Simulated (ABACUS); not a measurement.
CoO under changes of volume

One of the cells (9.684 Å³/atom); the others are scaled copies at fixed shape and fractional positions:

```
CELL_PARAMETERS angstrom
0.00000 2.13150 2.13150
2.13150 0.00000 2.13150
2.13150 2.13150 0.00000
ATOMIC_POSITIONS crystal
Co 0.00000 0.00000 0.00000
O 0.50000 0.50000 0.50000
```

| Property | Result |
| --- | --- |
| Program | ABACUS 3.10.1 |
| Functional | PBE |
| Potentials or basis | PseudoDojo NC SR 0.4.1 PBE standard |
| Cutoff | 1320 eV |
| Density cutoff | 5279 eV |
| Basis | plane waves |
| k mesh | 11 × 11 × 11 |
| Occupations | fermi-dirac, width 0.05 eV |
| Spin | collinear spin, ferromagnetic start |
| Starting moments | [2.0, 0.0] μB |

```tsv
volume (Å³/atom)	energy over the lowest point (meV/atom)	pressure (GPa)	moment (μB per cell)
9.103	14.03	9.9	2.90
9.297	4.55	5.7	2.95
9.490	0.00	1.7	2.98
9.684	0.18	-2.0	2.99
9.878	4.72	-5.4	3.00
10.071	?	?	?
10.265	25.21	-11.1	3.00
```

Q: What does the run at 10.071 Å³/atom give?

A: Energy over the lowest point 13.20 meV/atom; pressure -8.4 GPa; moment 3.00 μB per cell.

Worked out: A Birch-Murnaghan fit of order 3 (a polynomial in V^(-2/3)) to the other rows has its minimum at 9.58 Å³/atom with B0 = V·E''(V) = 184 GPa and B' = 3.0. It gives 13.10 meV/atom at 10.071 Å³/atom, against the run's 13.20, and -dE/dV = -8.5 GPa, against -8.4. A parabola through the other rows of the moment, of slope -0.0186 μB per Å³/atom there, gives 3.01 μB, against the run's 3.00.

Energies are extrapolated to zero smearing.

Caveats: a cell with one magnetic atom can't hold antiferromagnetic order, which such compounds often take.
